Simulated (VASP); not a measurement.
# Mg (Fm-3m) in VASP: a series of runs

One crystal, Mg, is run at these levels: RPBE, B3LYP+D4; tasks: single point.

Program: VASP 6.6.1. These are calculated values, not measurements. Logs are shortened: lines on timing, memory, paths and dates and some standing lists are left out, and cuts for length are marked.

**1. The structure**

It takes space group Fm-3m (No. 225, cubic). The conventional cell has a = 4.489 Å, b = 4.489 Å, c = 4.489 Å, α = 90.00°, β = 90.00°, γ = 90.00°. Mg (site symmetry m-3m) is surrounded by 12 Mg at 3.17 Å.

This isn't the form of Mg at room conditions, which is hcp.

**2. Single point, RPBE**

INCAR reads:

```
SYSTEM = Mg
  PREC = Accurate
  ENCUT = 520
  EDIFF = 1E-6
  ISMEAR = 0
  SIGMA = 0.1
  LREAL = .FALSE.
  LASPH = .TRUE.
  NELM = 60
  ALGO = Normal
  ISIF = 2
  LWAVE = .FALSE.
  LCHARG = .FALSE.
  GGA = RP
  NBANDS = 7
```

KPOINTS reads:

```
regular mesh
0
G
  10 10 10
  0 0 0
```

POSCAR reads:

```
Mg
3.1739
    0.000000000000      0.707097262044      0.707097262044
    0.707097262044      0.000000000000      0.707097262044
    0.707097262044      0.707097262044      0.000000000000
Mg
1
Direct
    0.0000000000      0.0000000000      0.0000000000
```

Potentials or basis: VASP PAW PBE potentials, release 54 (Mg).

Run with:

```sh
$ cat potpaw_PBE.54/Mg/POTCAR > POTCAR
$ mpirun -np 1 vasp_std > vasp.out
```

OUTCAR:

```text
SYSTEM = Mg
   PREC = Accurate
   ENCUT = 520
   EDIFF = 1E-6
   ISMEAR = 0
   LREAL = .FALSE.
   LASPH = .TRUE.
   NELM = 60
   ISIF = 2
   GGA = RP

 ion  position               nearest neighbor table
   1  0.000  0.000  0.000-

  LATTYP: Found a face centered cubic cell.
 ALAT       =     4.4885120000

  Lattice vectors:

 A1 = (   0.0000000000,   2.2442560000,   2.2442560000)
 A2 = (   2.2442560000,   0.0000000000,   2.2442560000)
 A3 = (   2.2442560000,   2.2442560000,   0.0000000000)

Analysis of symmetry for initial positions (statically):
=====================================================================
 Subroutine PRICEL returns:
 Original cell was already a primitive cell.

 Routine SETGRP: Setting up the symmetry group for a
 face centered cubic supercell.

 Subroutine GETGRP returns: Found 48 space group operations
 (whereof 48 operations were pure point group operations)
 out of a pool of 48 trial point group operations.

The static configuration has the point symmetry O_h .

Analysis of symmetry for dynamics (positions and initial velocities):
=====================================================================
 Subroutine PRICEL returns:
 Original cell was already a primitive cell.

 Routine SETGRP: Setting up the symmetry group for a
 face centered cubic supercell.

 Subroutine GETGRP returns: Found 48 space group operations
 (whereof 48 operations were pure point group operations)
 out of a pool of 48 trial point group operations.

The dynamic configuration has the point symmetry O_h .

 Subroutine INISYM returns: Found 48 space group operations
 (whereof 48 operations are pure point group operations),
 and found     1 'primitive' translations

----------------------------------------------------------------------------------------

                                     Primitive cell

  volume of cell :      22.6072

  direct lattice vectors                    reciprocal lattice vectors
     0.000000000  2.244256000  2.244256000    -0.222790983  0.222790983  0.222790983
     2.244256000  0.000000000  2.244256000     0.222790983 -0.222790983  0.222790983
     2.244256000  2.244256000  0.000000000     0.222790983  0.222790983 -0.222790983

  length of vectors
     3.173857273  3.173857273  3.173857273     0.385885302  0.385885302  0.385885302

  position of ions in fractional coordinates (direct lattice)
     0.000000000  0.000000000  0.000000000

  ion indices of the primitive-cell ions
[... 75 lines left out ...]
   LREAL  =      F    real-space projection
   EDIFFG = 0.1E-04   stopping-criterion for IOM
   NSW    =      0    number of steps for IOM
   IBRION =     -1    ionic relax: 0-MD 1-quasi-New 2-CG
   NFREE  =      0    steps in history (QN), initial steepest desc. (CG)
   ISIF   =      2    stress and relaxation
   ISYM   =      2    0-nonsym 1-usesym 2-fastsym
   POTIM  = 0.5000    time-step for ionic-motion
   TEBEG  =    0.0;   TEEND  =   0.0 temperature during run
   PSTRESS=    0.0 pullay stress
   NELECT =       2.0000    total number of electrons
   NUPDOWN=      -1.0000    fix difference up-down
   EMIN   =  10.00;   EMAX   =-10.00  energy-range for DOS
   EFERMI =   0.00;   METHOD = LEGACY
   ISMEAR =     0;   SIGMA  =   0.10  broadening in eV -4-tet -1-fermi 0-gaus
   EFERMI_NEDOS =   21; number of points for ismear=-14 and -15
   IALGO  =     38    algorithm
   IMIX   =      4    mixing-type and parameters
     AMIX     =   0.40;   BMIX     =  1.00
     AMIX_MAG =   1.60;   BMIX_MAG =  1.00
  volume/ion in A,a.u.               =      22.61       152.56
  Fermi-wavevector in a.u.,A,eV,Ry     =   0.729462  1.378483  7.239854  0.532114
  Thomas-Fermi vector in A             =   1.821189
   LORBIT       =      0    0 simple, 1 ext, 2 COOP (PROOUT), +10 PAW based schemes
   GGA     = RP    functional components
   LHFCALC =     F    Hartree Fock is set to
   AEXX    =    0.0000 exact exchange contribution
   IVDW    =     0    specifies the selected vdW correction
   LEPSILON=     F    determine dielectric tensor
   LRPA    =     F    only Hartree local field effects (RPA)
 non-spin polarized calculation
 Gauss-broadening in eV      SIGMA  =   0.10
  energy-cutoff  :      520.00
  volume of cell :       22.61
 maximum number of plane-waves:       620
   NGX = 11   NGY = 11   NGZ = 11

 number of electron       2.0000000 magnetization

 Free energy of the ion-electron system (eV)
  ---------------------------------------------------
  ext. energy  EPLUGINS =         0.00000000
  ---------------------------------------------------
  free energy    TOTEN  =        -1.32407988 eV

  energy without entropy =       -1.32167279  energy(sigma->0) =       -1.32287634

 E-fermi :   2.8830     XC(G=0):  -8.4397

 val. band max:        2.8406203099   @ k =  -0.4000   0.5000   0.1000
 cond. band min:       2.9639273566   @ k =  -0.3000   0.4000   0.1000
 fundamental gap:      0.1233070467
 Fermi energy:         2.8830023448

 k-point     1 :       0.0000    0.0000    0.0000
  band No.  band energies     occupation
      1      -4.1773      2.00000
      2      15.2863      0.00000
      3      15.2863      0.00000
      4      15.2863      0.00000
      5      17.3730      0.00000
      6      17.3730      0.00000
      7      17.3730      0.00000
[... 221 lines left out ...]
 k-point    24 :       0.4000    0.3000    0.0000
  band No.  band energies     occupation
      1      -0.4346      2.00000
      2       7.6484      0.00000
      3       8.2240      0.00000
      4      10.5504      0.00000
      5      11.3473      0.00000
      6      14.6988      0.00000
      7      23.2167      0.00000

 [... further k-points ...]

------------------------ aborting loop because EDIFF is reached ----------------------------------------

  FORCE on cell =-STRESS in cart. coord.  units (eV):
  Direction    XX          YY          ZZ          XY          YZ          ZX
  --------------------------------------------------------------------------------------
  -------------------------------------------------------------------------------------
  Total        0.2590065      0.2590065      0.2590065     -0.0000000      0.0000000      0.0000000
  in kB       18.3558310     18.3558310     18.3558310     -0.0000000      0.0000000      0.0000000
  external PRESSURE =      18.3558310 kB  Pullay stress =       0.0000000 kB

 VOLUME and BASIS-vectors are now :
 -----------------------------------------------------------------------------
  energy-cutoff  :      520.00
  volume of cell :       22.61
      direct lattice vectors                 reciprocal lattice vectors
     0.000000000  2.244256000  2.244256000    -0.222790983  0.222790983  0.222790983
     2.244256000  0.000000000  2.244256000     0.222790983 -0.222790983  0.222790983
     2.244256000  2.244256000  0.000000000     0.222790983  0.222790983 -0.222790983

 POSITION                                       TOTAL-FORCE (eV/Angst)
 -----------------------------------------------------------------------------------
      0.00000      0.00000      0.00000         0.000000     -0.000000     -0.000000
 -----------------------------------------------------------------------------------
    total drift:                                0.000000     -0.000000     -0.000000

  FREE ENERGIE OF THE ION-ELECTRON SYSTEM (eV)
  ---------------------------------------------------
  free  energy   TOTEN  =        -1.3240798842 eV

  energy  without entropy=       -1.3216727931  energy(sigma->0) =       -1.32287634
```

It took 3 s on 1 thread of Intel Xeon Platinum 8488C (Sapphire Rapids), shared host; peak memory 0.13 GiB.

What came out:

```
Free energy            : -1.3241 eV
Pressure               : 1.8 GPa
Band gap on the k mesh : none (metal or under the smearing width)
```

Caveat: the PAW data sets were made with another functional, which shifts forces and pressure a little.

**3. Single point, RPBE**

run.py reads:

```python
from ase.calculators.vasp import Vasp
from ase.dft.bandgap import bandgap
from ase.io import read

atoms = read('POSCAR')
calc = Vasp(
    directory='calc',
    xc='rpbe',
    pp='PBE',
    setups='recommended',
    pp_version='54',
    prec='Accurate',
    encut=520,
    ediff=1e-06,
    ismear=0,
    sigma=0.1,
    lreal=False,
    lasph=True,
    nelm=80,
    algo='Normal',
    isif=2,
    lwave=False,
    lcharg=True,
    lelf=True,
    lvhar=True,
    kpts=[10, 10, 10],
    gamma=True,
    nbands=7,
)
atoms.calc = calc

print('energy (eV):', atoms.get_potential_energy())
print('free energy (eV):', atoms.get_potential_energy(force_consistent=True))
print('forces (eV/A):')
print(atoms.get_forces())
print('stress (eV/A^3, Voigt):', atoms.get_stress())
print('Fermi level (eV):', calc.get_fermi_level())
gap, top, bottom = bandgap(calc)
print('band gap (eV):', gap, 'from (spin, k, band)', top, 'to', bottom)
```

POSCAR reads:

```
Mg
1.0
    0.0000000000      2.2442560000      2.2442560000
    2.2442560000      0.0000000000      2.2442560000
    2.2442560000      2.2442560000      0.0000000000
Mg
1
Direct
    0.0000000000      0.0000000000      0.0000000000
```

Potentials or basis: VASP PAW PBE potentials, release 54 (Mg).

Run with:

```sh
$ python run.py
```

The program printed:

```text
energy (eV): -1.32287634
free energy (eV): -1.32407988
forces (eV/A):
[[-0. -0. -0.]]
stress (eV/A^3, Voigt): [-0.01145681 -0.01145681 -0.01145681 -0.         -0.          0.        ]
Fermi level (eV): 2.88300234
band gap (eV): 0.0 from (spin, k, band) (None, None, None) to (None, None, None)
```

OUTCAR:

```text
ENCUT = 520.000000
   EDIFF = 1.00e-06
   GGA = RP
   PREC = Accurate
   ISIF = 2
   ISMEAR = 0
   NELM = 80
   LASPH = .TRUE.
   LREAL = .FALSE.

 ion  position               nearest neighbor table
   1  0.000  0.000  0.000-

  LATTYP: Found a face centered cubic cell.
 ALAT       =     4.4885120000

[... 434 lines left out ...]
  Total        0.2590065      0.2590065      0.2590065      0.0000000      0.0000000      0.0000000
  in kB       18.3558310     18.3558310     18.3558310      0.0000000      0.0000000      0.0000000
  external PRESSURE =      18.3558310 kB  Pullay stress =       0.0000000 kB

 VOLUME and BASIS-vectors are now :
 -----------------------------------------------------------------------------
  energy-cutoff  :      520.00
  volume of cell :       22.61
      direct lattice vectors                 reciprocal lattice vectors
     0.000000000  2.244256000  2.244256000    -0.222790983  0.222790983  0.222790983
     2.244256000  0.000000000  2.244256000     0.222790983 -0.222790983  0.222790983
     2.244256000  2.244256000  0.000000000     0.222790983  0.222790983 -0.222790983

 POSITION                                       TOTAL-FORCE (eV/Angst)
 -----------------------------------------------------------------------------------
      0.00000      0.00000      0.00000        -0.000000     -0.000000     -0.000000
 -----------------------------------------------------------------------------------
    total drift:                               -0.000000      0.000000      0.000000

  FREE ENERGIE OF THE ION-ELECTRON SYSTEM (eV)
  ---------------------------------------------------
  free  energy   TOTEN  =        -1.3240798842 eV

  energy  without entropy=       -1.3216727931  energy(sigma->0) =       -1.32287634
```

INCAR:

```text
ENCUT = 520.000000
SIGMA = 0.100000
EDIFF = 1.00e-06
ALGO = Normal
GGA = RP
PREC = Accurate
ISIF = 2
ISMEAR = 0
NBANDS = 7
NELM = 80
LASPH = .TRUE.
LCHARG = .TRUE.
LELF = .TRUE.
LVHAR = .TRUE.
LWAVE = .FALSE.
LREAL = .FALSE.
```

Wall time 6 s (1 thread of Intel Xeon Platinum 8488C (Sapphire Rapids), shared host); peak memory 0.13 GiB.

What came out:

```
Free energy            : -1.3241 eV
Pressure               : 1.8 GPa
Band gap on the k mesh : none (metal or under the smearing width)
```

Caveat: the PAW data sets were made with another functional, which shifts forces and pressure a little.

**4. Single point, B3LYP+D4 (volume scaled by 1.04)**

POSCAR reads:

```
Mg
1.0
    0.0000000000      2.2737890710      2.2737890710
    2.2737890710      0.0000000000      2.2737890710
    2.2737890710      2.2737890710      0.0000000000
Mg
1
Direct
    0.0000000000      0.0000000000      0.0000000000
```

INCAR.step1 reads:

```
SYSTEM = Mg
ALGO = Normal
EDIFF = 1E-5
ENCUT = 520
GGA = PE
ISIF = 2
ISMEAR = -1
LASPH = .True.
LCHARG = .False.
LREAL = .False.
LWAVE = .True.
NELM = 60
PREC = Accurate
SIGMA = 0.1
```

INCAR.step2 reads:

```
SYSTEM = Mg
AEXX = 0.2
AGGAC = 0.81
AGGAX = 0.72
ALDAC = 0.19
ALGO = Normal
EDIFF = 1E-6
ENCUT = 520
GGA = B3
HFRCUT = -1
ISIF = 2
ISMEAR = -1
ISTART = 1
IVDW = 13
LASPH = .True.
LCHARG = .False.
LHFCALC = .True.
LREAL = .False.
LWAVE = .False.
NELM = 60
PREC = Accurate
PRECFOCK = Normal
SIGMA = 0.1
```

KPOINTS reads:

```
k-points
0
Gamma
  5 5 5
  0 0 0
```

Potentials or basis: VASP PAW PBE potentials, release 64 (Mg_pv).

Run with:

```sh
$ cat potpaw_PBE.64/Mg_pv/POTCAR > POTCAR
$ cp INCAR.step1 INCAR
$ mpirun -np 1 vasp_std > vasp.out
$ cp INCAR.step2 INCAR
$ mpirun -np 1 vasp_std > vasp.out
```

Wall time 49 s (1 thread of Intel Xeon Platinum 8488C (Sapphire Rapids), shared host); peak memory 0.13 GiB.

The run converged. Its results:

```
Free energy                : -1.0808 eV
Pressure                   : -1.8 GPa
Band gap on the k mesh     : none (metal or under the smearing width)
Dispersion energy per atom : -0.257 eV
```

Levels at points of the mesh, in eV from the Fermi level:
| k point | band 1 | band 2 | band 3 | band 4 | band 5 | band 6 | band 7 | band 8 |
| --- | --- | --- | --- | --- | --- | --- | --- | --- |
| (0.00, 0.00, 0.00) | -46.39 | -46.39 | -46.39 | -8.11 | 13.15 | 13.15 | 13.15 | 14.95 |

Caveat: the k mesh is coarse (spacing up to 0.48 Å⁻¹), so the values aren't converged, least of all with exact exchange; the PAW data sets were made with another functional, which shifts forces and pressure a little; pairwise dispersion overbinds metals, which lowers pressure and volume.

**5. The reference run**

An earlier run on the cell as given: functional PBE; potentials or basis VASP PAW PBE potentials, release 64 (Mg); cutoff 520 eV; k mesh 10 × 10 × 10; occupations fermi-dirac, width 0.05 eV; no spin polarisation.

- Pressure: 0.7 GPa
- Band gap on the k mesh: none (metal or under the smearing width)

**6. Summary**

```tsv
level	potentials or basis	cell	k mesh	smearing	grid for exact exchange (PRECFOCK)	exchange at q = 0	mesh quality	gap on the mesh (eV)	pressure (GPa)
RPBE	VASP PAW PBE potentials, release 54 (Mg)	as given	10 × 10 × 10	gaussian 0.1 eV	-	-	not flagged	none	1.8
B3LYP+D4	VASP PAW PBE potentials, release 64 (Mg_pv)	volume scaled by 1.04	5 × 5 × 5	fermi-dirac 0.1 eV	Normal	truncated	coarse	none	-1.8
PBE	VASP PAW PBE potentials, release 64 (Mg)	as given	10 × 10 × 10	fermi-dirac 0.05 eV	-	-	not flagged	none	0.7
```

Alike in all rows: task single point; no spin polarisation; cutoff (eV) 520.

Caveats: some runs use coarse meshes; the PAW data sets were made with another functional, which shifts forces and pressure a little (some runs); pairwise dispersion overbinds metals, which lowers pressure and volume (some runs).

Total energies depend on the potentials used, so only differences within one code and one set of settings carry meaning.
